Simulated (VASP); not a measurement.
**BeS in VASP 6.6.1, relaxation**

INCAR

```
NELM = 120
ISMEAR = -1
EDIFF = 1E-9
EDIFFG = -5E-3
ENCUT = 600
ISIF = 3
PREC = Accurate
GGA = PE
SIGMA = 0.02
LWAVE = .FALSE.
IBRION = 2
NBANDS = 11
NSW = 40
LCHARG = .FALSE.
LREAL = .FALSE.
LASPH = .TRUE.
```

KPOINTS

```
KPOINTS created by Atomic Simulation Environment
0
Gamma
10 10 10
0 0 0
```

POSCAR

```
Be S
 1.0000000000000000
     0.0000000000000000    2.2159858032000002    2.2159858032000002
     2.2159858032000002    0.0000000000000000    2.2159858032000002
     2.2159858032000002    2.2159858032000002    0.0000000000000000
 Be  S
   1   1
Cartesian
  0.0000000000000000  0.0000000000000000  0.0000000000000000
  1.1079929016000001  1.1079929016000001  1.1079929016000001
```

The recommended PBE PAW datasets give the neutral cell 8 valence electrons.

Command

```
mpirun -np 1 vasp_std
```

Problem. Predict the outcome of this run.

Solution. It converged. Results: relaxed cell vector lengths 3.448, 3.448, 3.448 Å; relaxed cell volume 28.98 Å³.

OSZICAR

```
N       E                     dE             d eps       ncg     rms          rms(c)
DAV:   1     0.232910148157E+02    0.23291E+02   -0.44031E+03  1034   0.721E+02
DAV:   2    -0.842674632674E+01   -0.31718E+02   -0.30566E+02  1332   0.137E+02
DAV:   3    -0.958755030755E+01   -0.11608E+01   -0.11582E+01  1361   0.243E+01
DAV:   4    -0.959329580348E+01   -0.57455E-02   -0.57446E-02  1279   0.199E+00
DAV:   5    -0.959333147458E+01   -0.35671E-04   -0.35671E-04  1325   0.149E-01    0.832E+00
DAV:   6    -0.929675096758E+01    0.29658E+00   -0.17719E-01  1305   0.265E+00    0.548E+00
DAV:   7    -0.919492399392E+01    0.10183E+00   -0.25936E-01  1431   0.299E+00    0.117E+00
DAV:   8    -0.919588292694E+01   -0.95893E-03   -0.10307E-02  1145   0.667E-01    0.118E-01
DAV:   9    -0.919585743660E+01    0.25490E-04   -0.13555E-04  1388   0.899E-02    0.420E-02
DAV:  10    -0.919587487851E+01   -0.17442E-04   -0.40189E-05  1157   0.341E-02    0.376E-02
...
DAV:   2    -0.100121300520E+02    0.12938E-03   -0.30341E-04  1264   0.820E-02    0.373E-02
DAV:   3    -0.100121156857E+02    0.14366E-04   -0.79799E-05  1198   0.418E-02    0.238E-02
DAV:   4    -0.100121158496E+02   -0.16384E-06   -0.11607E-06  1220   0.707E-03    0.197E-02
DAV:   5    -0.100121169896E+02   -0.11400E-05   -0.91419E-07  1262   0.523E-03    0.220E-03
DAV:   6    -0.100121169129E+02    0.76660E-07   -0.21418E-08  1209   0.112E-03    0.185E-03
DAV:   7    -0.100121169566E+02   -0.43708E-07   -0.39309E-09  1217   0.393E-04    0.419E-04
DAV:   8    -0.100121169489E+02    0.77873E-08   -0.16616E-10   586   0.755E-05    0.205E-04
DAV:   9    -0.100121169466E+02    0.22220E-08   -0.45846E-11   535   0.494E-05    0.285E-05
DAV:  10    -0.100121169464E+02    0.22595E-09   -0.27943E-12   535   0.110E-05
   5 F= -.10012117E+02 E0= -.10012117E+02  d E =-.368648E-04
```

```json
{"ionic step": "1", "ΔE (meV/atom)": "0.0", "volume (Å³)": "21.76", "largest force (eV/Å)": "0.000", "pressure (GPa)": "45.44", "electronic steps": "15"}
{"ionic step": "2", "ΔE (meV/atom)": "-342.5", "volume (Å³)": "33.00", "largest force (eV/Å)": "0.000", "pressure (GPa)": "-9.43", "electronic steps": "13"}
{"ionic step": "3", "ΔE (meV/atom)": "-408.1", "volume (Å³)": "28.89", "largest force (eV/Å)": "0.000", "pressure (GPa)": "0.31", "electronic steps": "13"}
{"ionic step": "4", "ΔE (meV/atom)": "-408.1", "volume (Å³)": "29.04", "largest force (eV/Å)": "0.000", "pressure (GPa)": "-0.19", "electronic steps": "10"}
{"ionic step": "5", "ΔE (meV/atom)": "-408.1", "volume (Å³)": "28.98", "largest force (eV/Å)": "0.000", "pressure (GPa)": "0.03", "electronic steps": "10"}
```

 The volume moved far on the plane waves of the start cell, so a restart from CONTCAR is due.

For comparison, a separate PBE relaxation on usual settings, not on those above, ends at 29.00 Å³.
